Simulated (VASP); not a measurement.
A run of VASP 6.6.1:

Contents of INCAR:

```
SYSTEM = Ge
PREC     = Accurate       ! precision mode
ENCUT    = 600            ! plane-wave cutoff, eV
EDIFF    = 1E-6           ! SCF threshold, eV
ISMEAR   = 0              ! smearing method
SIGMA    = 0.03           ! smearing width, eV
LREAL    = .False.        ! projectors in reciprocal space
LASPH    = .True.         ! aspherical terms in the spheres
NELM     = 80             ! most SCF steps
ALGO     = Normal         ! electronic algorithm
ISIF     = 3              ! what is computed and relaxed
LWAVE    = .False.        ! write WAVECAR
LCHARG   = .False.        ! write CHGCAR
GGA      = PS             ! functional
IBRION   = 2              ! ionic algorithm
NSW      = 90             ! ionic steps
EDIFFG   = -0.01          ! ionic threshold
```

The input KPOINTS:

```
regular mesh
0
Gamma
  10 10 10
  0 0 0
```

POSCAR

```
Ge
1.0
    0.0000000000      2.8289100000      2.8289100000
    2.8289100000      0.0000000000      2.8289100000
    2.8289100000      2.8289100000      0.0000000000
Ge
2
Direct
    0.0000000000      0.0000000000      0.0000000000
    0.2500000000      0.2500000000      0.2500000000
```

Potentials or basis: VASP PAW PBE potentials, release 64 (Ge_d).

Launch:

```sh
$ cat potpaw_PBE.64/Ge_d/POTCAR > POTCAR
$ mpirun -np 1 vasp_std > vasp.out
```

Hardware: 1 thread of Intel(R) Xeon(R) 6975P-C (Granite Rapids), with other jobs on the host.

Q: Estimate the wall time of this run.

A: Run time: 40 s on 1 thread of Intel(R) Xeon(R) 6975P-C (Granite Rapids), with other jobs on the host, peak memory 0.19 GiB. Counts: scf iterations 25, k points 47, ion steps 3.
